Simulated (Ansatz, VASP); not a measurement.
# Cross-check of TePd (Kotulskite) between VASP and Ansatz

Aim: how closely do two programs agree when they are given the same cell, functional and k mesh? The cell is taken from a series of VASP runs on this material, whose earlier steps may have relaxed, scaled or displaced it; both programs get it as it stands.

Calculated with Ansatz 0.2.0; plane waves, with VASP 6.6.1 beside it; relaxation of cell and atoms at PBEsol.

### Step 1. The starting structure

The structure is hexagonal, space group P6_3/mmc (No. 194). The conventional cell has a = 4.152 Å, b = 4.152 Å, c = 5.672 Å, α = 90.00°, β = 90.00°, γ = 120.00°. Te has 6 Pd at 2.79 Å nearest. Nearest to Pd lie 6 Te at 2.79 Å and 2 Pd at 2.84 Å. Farther neighbours and most contacts between anions are not listed.

### Step 2. VASP: relaxation of cell and atoms, PBEsol

The relaxed volume is the usual yardstick between codes: its relative difference is about their pressure difference at one cell divided by the bulk modulus.

Lines of VASP's logs that name or quote its potential files are left out, and so is its time.

The input, INCAR:

```
SYSTEM = TePd
PREC = Accurate
ENCUT = 520
EDIFF = 1E-07
NELM = 100
ISMEAR = 1
SIGMA = 0.15
LREAL = .FALSE.
ALGO = Normal
GGA = PS
NBANDS = 22
LASPH = .TRUE.
LORBIT = 11
LWAVE = .FALSE.
LCHARG = .FALSE.
KPAR = 4
IBRION = 2
NSW = 50
ISIF = 3
EDIFFG = -0.005
```

The input, POSCAR:

```
TePd
1.0
    4.1521000000      0.0000000000      0.0000000000
   -2.0760500000      3.5958240791      0.0000000000
    0.0000000000      0.0000000000      5.6719000000
Te Pd
2 2
Direct
    0.6666666667      0.3333333333      0.7500000000
    0.3333333333      0.6666666667      0.2500000000
    0.0000000000      0.0000000000      0.5000000000
    0.0000000000      0.0000000000      0.0000000000
```

The input, KPOINTS:

```
Automatic mesh
0
Gamma
14 14 8
0 0 0
```

PAW data sets: Te and Pd (PBE family, release 64).

Command:

```bash
> mpirun -np 4 vasp_std
```

Numbers of over 12 decimals in the logs are rounded to 6 here.

The log of the run:

```text
[banner, memory and clock lines left out]
running    4 mpi-ranks, on    1 nodes
 distrk:  each k-point on    1 cores,    4 groups
 distr:  one band on    1 cores,    1 groups

 POSCAR found type information on POSCAR TePd
 POSCAR found :  2 types and       4 ions
|                                                                             |
|               ----> ADVICE to this user running VASP <----                  |
|                                                                             |
|     You enforced a specific xc type in the INCAR file but a different       |
|     [... a line on the potential file left out ...]
|     I HOPE YOU KNOW WHAT YOU ARE DOING!                                     |
|                                                                             |

 LDA part: xc-table for (Slater+PW92), standard interpolation
 POSCAR, INCAR and KPOINTS ok, starting setup
 FFT: planning ... GRIDC
 FFT: planning ... GRID_SOFT
 FFT: planning ... GRID
 WAVECAR not read
 entering main loop
       N       E                     dE             d eps       ncg     rms          rms(c)
DAV:   1     0.173058547521E+03    0.17306E+03   -0.14018E+04  5280   0.129E+03
DAV:   2    -0.131980931199E+02   -0.18626E+03   -0.17508E+03  5998   0.259E+02
DAV:   3    -0.207007223269E+02   -0.75026E+01   -0.73012E+01  6326   0.515E+01
DAV:   4    -0.208160873840E+02   -0.11537E+00   -0.11530E+00  6154   0.679E+00
DAV:   5    -0.208184633277E+02   -0.23759E-02   -0.23758E-02  6398   0.949E-01    0.158E+01
DAV:   6    -0.205901703134E+02    0.22829E+00   -0.71814E-01  5598   0.798E+00    0.931E+00
DAV:   7    -0.205444565542E+02    0.45714E-01   -0.27126E-01  5598   0.511E+00    0.260E+00
DAV:   8    -0.205099029842E+02    0.34554E-01   -0.14025E-01  5586   0.376E+00    0.105E+00
DAV:   9    -0.205102017675E+02   -0.29878E-03   -0.49209E-03  6264   0.420E-01    0.794E-01
DAV:  10    -0.205097330513E+02    0.46872E-03   -0.47629E-03  5616   0.551E-01    0.247E-01
DAV:  11    -0.205094451125E+02    0.28794E-03   -0.40334E-04  6084   0.213E-01    0.194E-01
DAV:  12    -0.205094129760E+02    0.32136E-04   -0.10281E-04  5850   0.659E-02    0.677E-02
DAV:  13    -0.205094050907E+02    0.78853E-05   -0.10863E-05  6164   0.264E-02    0.185E-02
DAV:  14    -0.205094029817E+02    0.21090E-05   -0.39692E-06  5820   0.178E-02    0.552E-03
DAV:  15    -0.205094027656E+02    0.21601E-06   -0.98956E-07  5856   0.777E-03    0.330E-03
DAV:  16    -0.205094027947E+02   -0.29095E-07   -0.33575E-08  2952   0.125E-03
   1 F= -.20509403E+02 E0= -.20509353E+02  d E =-.205094E+02
[...]
2 F= -.20510625E+02 E0= -.20510592E+02  d E =-.122212E-02
[...]
3 F= -.20512317E+02 E0= -.20512278E+02  d E =-.291430E-02
[...]
4 F= -.20513373E+02 E0= -.20513365E+02  d E =-.105628E-02
 trial-energy change:   -0.001056  1 .order   -0.001057   -0.001563   -0.000550
 step:   1.4112(harm=  1.4112)  dis= 0.00000  next Energy=   -20.513524 (dE=-0.121E-02)
 bond charge predicted
       N       E                     dE             d eps       ncg     rms          rms(c)
DAV:   1    -0.205144376046E+02   -0.10642E-02   -0.46714E-02  5592   0.144E+00    0.170E-01
DAV:   2    -0.205137455668E+02    0.69204E-03   -0.15502E-03  5680   0.400E-01    0.904E-02
DAV:   3    -0.205135774965E+02    0.16807E-03   -0.28561E-04  6012   0.162E-01    0.475E-02
DAV:   4    -0.205135218860E+02    0.55611E-04   -0.91685E-05  6004   0.710E-02    0.155E-02
DAV:   5    -0.205135213886E+02    0.49742E-06   -0.76953E-06  6320   0.192E-02    0.106E-02
DAV:   6    -0.205135212487E+02    0.13987E-06   -0.60750E-07  5796   0.575E-03    0.159E-03
DAV:   7    -0.205135212136E+02    0.35060E-07   -0.65247E-08  2952   0.206E-03
   5 F= -.20513521E+02 E0= -.20513530E+02  d E =-.120412E-02
 curvature:  -0.83 expect dE=-0.382E-05 dE for cont linesearch -0.174E-07
 trial: gam=-0.01476 g(F)=  0.112E-47 g(S)=  0.459E-05 ort =-0.650E-05 (trialstep = 0.101E+01)
 search vector abs. value=  0.522E-05
 reached required accuracy - stopping structural energy minimisation
```

Parts of OUTCAR (step 2):

```text
ion  position               nearest neighbor table
   1  0.667  0.333  0.750-   3 2.79   4 2.79   3 2.79   4 2.79   3 2.79   4 2.79
   2  0.333  0.667  0.250-   3 2.79   4 2.79   3 2.79   4 2.79   3 2.79   4 2.79
   3  0.000  0.000  0.500-   1 2.79   2 2.79   1 2.79   2 2.79   1 2.79   2 2.79   4 2.84   4 2.84

  LATTYP: Found a hexagonal cell.
 ALAT       =     4.1521000000
 C/A-ratio  =     1.3660316466

 Subroutine GETGRP returns: Found 24 space group operations
 (whereof 12 operations were pure point group operations)

The static configuration has the point symmetry D_3d.
 The point group associated with its full space group is D_6h.

 Found    120 irreducible k-points:

   k-points           NKPTS =    120   k-points in BZ     NKDIM =    120   number of bands    NBANDS=     22

   dimension x,y,z NGX =    32 NGY =   32 NGZ =   42
   dimension x,y,z NGXF=    64 NGYF=   64 NGZF=   84

   ENCUT  =  520.0 eV  38.22 Ry    6.18 a.u.   7.72  7.72 10.55*2*pi/ulx,y,z

   NELECT =      32.0000    total number of electrons

 k-points in reciprocal lattice and weights: Automatic mesh
   0.00000000  0.00000000  0.00000000       0.001
   0.07142857  0.00000000  0.00000000       0.004
   0.14285714  0.00000000  0.00000000       0.004
   0.21428571  0.00000000  0.00000000       0.004
   0.28571429  0.00000000  0.00000000       0.004
   0.35714286  0.00000000  0.00000000       0.004
   0.42857143  0.00000000  0.00000000       0.004
   0.50000000 -0.00000000  0.00000000       0.002
   0.07142857  0.07142857  0.00000000       0.004
[...]
0.28571429  0.28571429  0.50000000       0.004
   0.35714286  0.28571429  0.50000000       0.004

 average (electrostatic) potential at core
       1 -85.8301       2 -85.8301       3 -71.4928       4 -71.4928

 E-fermi :   9.1858

 k-point     1 :       0.0000    0.0000    0.0000
  band No.  band energies     occupation
    ...
     11       7.0483      2.00000
     12       7.0483      2.00000
     13       8.0591      2.00000
     14       8.0591      2.00000
     15       9.0084      2.07033
     16       9.7247     -0.00000
     17      10.9722     -0.00000
     18      10.9722     -0.00000
     19      11.4048     -0.00000
     20      12.5120      0.00000
    ...

 k-point     2 :       0.0714    0.0000    0.0000
  band No.  band energies     occupation
    ...
     11       7.0377      2.00000
     12       7.0484      2.00000
     13       7.7689      2.00000
     14       8.0124      2.00000
     15       8.9764      2.06382
     16       9.8048     -0.00000
     17      10.4863     -0.00000
     18      10.9337     -0.00000
     19      11.9475     -0.00000
     20      12.8682      0.00000
    ...

 k-point     3 :       0.1429    0.0000    0.0000
  band No.  band energies     occupation
    ...
     11       7.0126      2.00000
     12       7.0488      2.00000
     13       7.2031      2.00000
     14       7.8509      2.00000
     15       8.8719      2.01172
     16       9.8706     -0.00000
     17       9.9863     -0.00000
     18      10.8971     -0.00000
     19      12.5116      0.00000
     20      13.6391      0.00000
    ...

  Total        0.0095613      0.0095613      0.0140519      0.0000000      0.0000000      0.0000000
  in kB        0.1823645      0.1823645      0.2680146      0.0000000      0.0000000      0.0000000
  external PRESSURE =       0.2109145 kB  Pullay stress =       0.0000000 kB

  energy-cutoff  :      520.00
  volume of cell :       84.00
      direct lattice vectors                 reciprocal lattice vectors
     4.157929188  0.000000000  0.000000000     0.240504336  0.138855243  0.000000000
    -2.078964594  3.600872304 -0.000000000    -0.000000000  0.277710487  0.000000000
     0.000000000 -0.000000000  5.610524025    -0.000000000  0.000000000  0.178236471

 POSITION                                       TOTAL-FORCE (eV/Angst)
 -----------------------------------------------------------------------------------
      2.07896      1.20029      4.20789         0.000000     -0.000000      0.000000
     -0.00000      2.40058      1.40263        -0.000000      0.000000      0.000000
      0.00000     -0.00000      2.80526        -0.000000      0.000000      0.000000
     -0.00000      0.00000     -0.00000         0.000000     -0.000000      0.000000
 -----------------------------------------------------------------------------------
    total drift:                               -0.000000      0.000000     -0.000000

  FREE ENERGIE OF THE ION-ELECTRON SYSTEM (eV)
  ---------------------------------------------------
  free  energy   TOTEN  =       -20.5135212136 eV

  energy  without entropy=      -20.5135476273  energy(sigma->0) =      -20.51353002

 reached required accuracy - stopping structural energy minimisation

 total charge
# of ion       s       p       d       tot
------------------------------------------
    1        1.402   1.823   0.080   3.304
    2        1.402   1.823   0.080   3.304
    3        0.427   0.476   8.615   9.519
    4        0.427   0.476   8.615   9.519
--------------------------------------------------
tot          3.658   4.598  17.390  25.645

[... 3 further parts left out ...]
```

### Step 3. Ansatz: relaxation of cell and atoms, PBEsol

Ansatz runs on its default PAW (the set named soft_2) files.

The same cell, functional, mesh and smearing now go to Ansatz, which takes its cutoff from its data sets.

The input, input.yaml:

```yaml
crystal:
  lattice:
    - [4.1521, 0.0, 0.0]
    - [-2.07605, 3.5958240791, 0.0]
    - [0.0, 0.0, 5.6719]
  atoms:
    - { symbol: Te, position: [0.6666666667, 0.3333333333, 0.75] }
    - { symbol: Te, position: [0.3333333333, 0.6666666667, 0.25] }
    - { symbol: Pd, position: [0.0, 0.0, 0.5] }
    - { symbol: Pd, position: [0.0, 0.0, 0.0] }
hamiltonian:
  xc: pbesol
  pseudopotentials: { kind: paw }
kpoints:
  mp_grid: { grid: [14, 14, 8] }
scf:
  occupations: { method: methfessel_paxton, width: 0.15 }
relax:
  f_tol: 0.01
  max_steps: 60
  cell: { stress_tol: 0.05 }
output:
  forces: true
  stress: true
```

Command:

```bash
> ansatz run input.yaml --threads 4 --pin off --max-ram 9216MiB --backend cpu --events-out ev --progress --plain --runs-dir out
```

The log of the run:

```text
Engine: ansatz 0.2.0, aarch64-unknown-linux-gnu
Pseudopotentials: kind: paw
Pseudopotential: Te, paw, valence charge 16, recommended cutoff 420 eV (normal), Te.paw.azcp
Pseudopotential: Pd, paw, valence charge 18, recommended cutoff 420 eV (normal), Pd.paw.azcp
Functional definition: PBEsol
  exchange = pbesol_x
  correlation = pbesol_c
Crystal: 4 atoms, lattice volume = 84.683 Å³
Basis set: ecut = 420 eV, 1645 PW (Γ), exchange–correlation on 60×60×80 points (8 copies of the dense FFT grid, shifted against one another)
Bands: 41, of which v1, the nominal top of the filled ones, is band 34 counted from 1 (33 counted from 0)
Symmetry: 24 space group operations
Space group: P63/mmc (ITA 194), of the structure as read, at distance tolerance 4.4e-5 Å
k-points: 120 of 1568
Non-local potential: Te, projectors of the file, l = 0: 2, l = 1: 2, l = 2: 2, l = 3: 2
Non-local potential: Pd, projectors of the file, l = 0: 2, l = 1: 2, l = 2: 2, l = 3: 1
PAW form: soft (Blöchl's): semilocal exchange-correlation on the pseudo side does not see the compensation charge
PAW frozen core: Te, regenerated for the run's functional, and the local potential with it (the file was generated under x = pbe(κ = 0.804, μ = 0.219515), c = pbe(β = 0.066725))
PAW frozen core: Pd, regenerated for the run's functional, and the local potential with it (the file was generated under x = pbe(κ = 0.804, μ = 0.219515), c = pbe(β = 0.066725))
PAW one-centre angular grid: Te, 590 points (default); XC on 64 Gauss nodes
PAW one-centre angular grid: Pd, 590 points (default); XC on 64 Gauss nodes
Initial density: superposition of atomic densities (neutral atoms: chi_scale 0, normalization atom), corrected by the library's trained network
Initial wavefunctions: pseudopotential atomic-orbital guess
Functional: x = pbesol(κ = 0.804, μ = 0.123457), c = pbesol(β = 0.046)
SCF iter   1: F=—  HF=-27617.853808 eV  |F-HF|=—  |Δ(HF+E_count)|=         —  Δρ=8.67e-3  dr2=7.08e-2  ethr=1.77e-3  ⟨swp⟩=7.0  Hψ=19999  notcnv=0
preconditioner: auto → LDOS  [metal: Δε(μ)=0.005 eV  Ē_g=8.635 eV  σ=0.150 eV  W_gap=0.03  n_scr=22 (ndim 8)  ℏωp=22.8 eV  f_vac=0.021  D(μ)=2.02/eV (n_scr^D=20)  β→1.0]
SCF iter   2: F=—  HF=-27617.847494 eV  |F-HF|=—  |Δ(HF+E_count)|=   6.31e-3  S|Δr|=    0.00e0  Δρ=6.62e-3  dr2=2.96e-2  ethr=1.04e-4  ⟨swp⟩=2.0  Hψ=10071  notcnv=0  defer=39
SCF iter   3: F=—  HF=-27617.838672 eV  |F-HF|=—  |Δ(HF+E_count)|=   8.82e-3  S|Δr|=    0.00e0  Δρ=7.95e-4  dr2=5.79e-4  ethr=4.35e-5  ⟨swp⟩=2.0  Hψ=8541  notcnv=0  defer=39
SCF iter   4: F=—  HF=-27617.838571 eV  |F-HF|=—  |Δ(HF+E_count)|=   1.02e-4  S|Δr|=    0.00e0  Δρ=6.70e-5  dr2=2.54e-6  ethr=8.51e-7  ⟨swp⟩=2.0  Hψ=6145  notcnv=0  defer=39
SCF iter   5: F=—  HF=-27617.838575 eV  |F-HF|=—  |Δ(HF+E_count)|=   4.45e-6  S|Δr|=    0.00e0  Δρ=1.27e-5  dr2=1.01e-7  ethr=1.47e-10  ⟨swp⟩=5.5  Hψ=19766  notcnv=0
SCF iter   6: F=-27617.838575 eV  HF=-27617.838575 eV  |F-HF|=2.40e-10  |Δ(HF+E_count)|=   1.32e-8  S|Δr|=    0.00e0  Δρ=1.79e-6  dr2=1.71e-9  ethr=1.47e-10  ⟨swp⟩=4.1  Hψ=15495  notcnv=0
SCF 1 converged in 6 iterations: F = -27617.838575 eV  dr2 = 1.71e-9
  greatest PAW one-centre occupation: 0.999 electrons in one spin orbital (limit 2), on the Pd atom at site 3 (counted from 0), in its partial waves of l = 0
relax step   1: F+E_penalty+E_count = -27617.83857503 eV  Δ(F+E_penalty+E_count) = +0.000e0 eV  max|allowed force component| = 3.469e-18 eV/Å  Δτ_max = 0.0000 Å  P = -0.823 GPa  Ω = 84.683 Å³  (6 SCF iters, dr2 threshold 1.00e-7 eV, accepted)
[...]
relax step   2: F+E_penalty+E_count = -27617.83852160 eV  Δ(F+E_penalty+E_count) = +5.343e-5 eV  max|allowed force component| = 3.469e-18 eV/Å  Δτ_max = 0.0000 Å  P = +1.390 GPa  Ω = 83.081 Å³  energy of the carried Pulay correction = +4.348e-4 eV  (5 SCF iters, dr2 threshold 4.00e-7 eV, rejected (line search))
[...]
relax step   3: F+E_penalty+E_count = -27617.84236061 eV  Δ(F+E_penalty+E_count) = -3.786e-3 eV  max|allowed force component| = 3.469e-18 eV/Å  Δτ_max = 0.0000 Å  P = -0.071 GPa  Ω = 84.110 Å³  energy of the carried Pulay correction = +1.521e-4 eV  (7 SCF iters, accepted)
[...]
relax step   4: F+E_penalty+E_count = -27617.84257318 eV  Δ(F+E_penalty+E_count) = -2.126e-4 eV  max|allowed force component| = 1.503e-17 eV/Å  Δτ_max = 0.0000 Å  P = +0.020 GPa  Ω = 84.039 Å³  energy of the carried Pulay correction = +1.691e-4 eV  (4 SCF iters, dr2 threshold 1.91e-7 eV, accepted)
[...]
relax step   5: F+E_penalty+E_count = -27617.84239496 eV  Δ(F+E_penalty+E_count) = +1.782e-4 eV  max|allowed force component| = 1.503e-17 eV/Å  Δτ_max = 0.0000 Å  P = +0.022 GPa  Ω = 84.039 Å³  stress off target by 2.37e-2 GPa  SCF on the basis re-selected at this cell (its energy is not comparable with the rows above)  (4 SCF iters)
basis re-selected at this cell: Δ(F+E_penalty+E_count) = +1.782e-4 eV, ΔP = +0.001 GPa vs the last step (what re-selecting the basis moved, of the pressure what is left beyond the Pulay correction that the steps carried, after the strain that the cell walked since its last selection, with what the two solves' SCF thresholds leave and, on support functions, any second-order correction that the steps lacked; it is no m [...]
SCF converged after 4 iterations
Stability not checked: this state was not tested for a lower state beside it, because cold or Methfessel-Paxton smearing, or corrected tetrahedra, fill the levels in a way that the test cannot read (fill_not_monotonic; see scf.lower_state_search)
Free energy (F): -27617.842395 eV
Harris-Foulkes:  -27617.842395 eV  (|F-HF|=1.82e-11)
Internal energy: -27617.842403 eV  (E = F + TS)
E sigma→0 (E₀):  -27617.842397 eV
Entropy (-TS):   0.000008 eV (0.002 meV/atom)
Fermi energy:    14.965767 eV
--- Per-component energies (eV) ---
  E_band       = -818.046105
  E_kinetic    = 1393.975791
  E_local      = -6506.652586  (includes V_loc(G=0)·N_el)
  E_nonlocal   = -175.456930
  E_hartree    = 3263.180081
  E_xc         = -583.987122
  E_vxc        = -633.246312  (∫ρ·V_xc dr)
  E_paw        = -16541.408732  (= ΣΔE_a)
  E_vpaw       = -1423.026263  (= ΣTr[D̂ρ^β])
  E_aug_tail   = 0.000052  (compensation charges beyond the density's cutoff)
  E_ewald      = -8468.847637
  E_core_change = 1.354679  (= ΣΔE_core)
  E_smearing   = 0.000008  (= −TS)
  E_closure    = 0.000000  (closes the sum)
  Σ components = -27617.842395   (vs F -27617.842395, Δ=0.00e0)
--- Forces (eV/Å), atoms counted from 1 ---
  atom   1  Te     0.00000000     0.00000000     0.00000000
  atom   2  Te    -0.00000000    -0.00000000    -0.00000000
  atom   3  Pd    -0.00000000    -0.00000000     0.00000000
  atom   4  Pd     0.00000000    -0.00000000    -0.00000000
  max |Σ_I F_I| component: 1.16e-18 eV/Å
--- Stress (GPa, compression-positive) ---
        0.021017      -0.000000      -0.000000
       -0.000000       0.021017       0.000000
       -0.000000       0.000000       0.023700
  P = ⅓ Tr σ = 0.0219 GPa (0.219 kbar)
--- Relaxed structure (4 steps of the walk, 3 accepted, 1 SCFs on fresh bases) ---
  F+E_penalty+E_count = -27617.84239496 eV   max|allowed force component| = 1.503e-17 eV/Å   (the final SCF, on the basis selected at the relaxed cell)
  cell:  # Å, volume = 84.0390 Å³
    - [4.158143, 0, 0]
    - [-2.079072, 3.601058, 0]
    - [0.0, 0, 5.612436]
  atoms:
    - { symbol: Te, position: [0.666667, 0.333333, 0.750000] }
    - { symbol: Te, position: [0.333333, 0.666667, 0.25] }
    - { symbol: Pd, position: [0, 0, 0.5] }
    - { symbol: Pd, position: [0, 0, 0] }
```

The job ended after 23 s (4 threads of Arm Neoverse V1, shared host; peak memory 0.62 GiB).

### Step 4. Comparison

Known differences besides the potentials themselves: both relaxations stop at a tolerance, which leaves soft axes loose, and VASP keeps its plane-wave basis; the data sets hold 68 valence electrons in Ansatz (default PAW (the set named soft_2) files) and 32 in VASP; the cutoff is 420 eV in Ansatz and 520 eV in VASP; Ansatz makes its cores anew for this functional, VASP keeps those of its PBE data sets; Ansatz adds a Pulay correction to the stress that steers its cell, VASP none. Total energies have different zeros and are not compared.

The two programs side by side:

| quantity | Ansatz | VASP | difference |
| --- | --- | --- | --- |
| volume (Å³) | 84.04 | 84.00 | +0.04 % |
| edge a after relaxation, in the typed setting (Å) | 4.158 | 4.158 | +0.00 % |
| edge c after relaxation, in the typed setting (Å) | 5.612 | 5.611 | +0.03 % |

The walks stopped with 0.02 GPa left in Ansatz and 0.02 GPa in VASP; each walk ends within a tolerance, so the volume difference is uncertain by about these residues over the bulk modulus, most in soft cells.

### Step 5. What came out

| Property | Result |
| --- | --- |
| difference in volume (relaxation of cell and atoms, PBEsol) | 0.044 % |

In words: The difference in volume is 0.044 % (relaxation of cell and atoms, PBEsol), within the 1.2 % picked in this series as the mark of a large difference, as far as the stopping tolerances let one tell. How closely two codes agree says nothing of how well the functional describes the real material.

[Lines on the potential files, build, host, timing and source positions are cut from VASP's logs without a mark.]

[Logs are printed without paths, hosts, clocks, repeated set-up lines and the standing remarks that a program may print on its own settings, such as how far it seeks lower states.]

[Hosts, paths, dates, database ids (printed as entryN), source tags and the programs' standing remarks are cut or masked in the printed files.]
